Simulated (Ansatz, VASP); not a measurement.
**Two plane-wave programs on TiB**

```xyz
2
Lattice="0.0000 2.4776 2.4776 2.4776 0.0000 2.4776 2.4776 2.4776 0.0000" Properties=species:S:1:pos:R:3 pbc="T T T"
Ti    3.7165    3.7165    3.7165
B     0.0000    0.0000    0.0000
```

Alike in both runs: task single point; functional PBEsol; k mesh 14 × 14 × 14; occupations gaussian, width 0.1 eV; no spin polarisation.

```csv
,VASP,Ansatz
version,VASP 6.6.1,Ansatz 0.2.0
potentials or method,"VASP PAW PBE potentials, release 64 (Ti_sv, B)","scalar-relativistic, plane waves, PAW"
plane-wave cutoff (eV),520,420
valence electrons in the cell,15,15
```

VASP gave:

* gap on the k mesh at the Fermi level (eV): none
* pressure (GPa): -2.9

Q: Which values does Ansatz return?

A: gap on the k mesh at the Fermi level (eV): none; pressure (GPa): -3.0.

A gap of «none» marks a metal or a gap that the smearing closes.

Caveats: the PAW data sets were made with another functional, which shifts forces and pressure a little (VASP).
